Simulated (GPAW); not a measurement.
## Al3Cu2 in GPAW: the effect of target pressure

The system is Al3Cu2.

```
Cu Al
1.0
     4.09195    0.00000    0.00000
    -2.04598    3.54373    0.00000
     0.00000    0.00000    4.99278
Cu Al
2 3
Direct
  0.66667 0.33333 0.16049
  0.33333 0.66667 0.83951
  0.66667 0.33333 0.65007
  0.33333 0.66667 0.34993
  0.00000 0.00000 0.00000
```

The cell comes from a database or a generator and needn't be the stable form of this composition.

Alike in all runs:

- Program: GPAW 26.7.0
- Task: relaxation of cell and atoms
- Functional: PBEsol
- Potentials or basis: PAW data sets generated in the run's folder for this functional
- Cutoff: 600 eV
- Basis: pw
- k mesh: 5 × 5 × 4
- Occupations: fermi-dirac, width 0.05 eV
- Spin: no spin polarisation

Each run relaxes the cell or the atoms first.

| target pressure | target pressure | relaxed volume (Å³/atom) |
| --- | --- | --- |
| 0 GPa | - | 14.57 |
| 2 GPa | 2 GPa | 14.33 |
| 5 GPa | 5 GPa | 14.00 |
| 10 GPa | 10 GPa | 13.53 |
| 20 GPa | 20 GPa | ? |
| 30 GPa | 30 GPa | 12.21 |

Task: What does the run with target pressure 20 GPa give?

Result: Relaxed volume 12.77 Å³/atom.

Worked out: In Murnaghan's law V^(-B') rises as a straight line in P. The other rows fit best with B' = 4.1, V0 = 14.57 Å³/atom and B0 = 116 GPa, which gives 12.78 Å³/atom at 20 GPa, against the run's 12.77.

Caveats: with this Cu data set, volumes or pressures lay over 1.5 % or 2 GPa off other programs in two to four cells of ten; later steps reuse the first step's grids; the volume moved by over 15 % at a fixed basis, so the end points are rough (some runs).
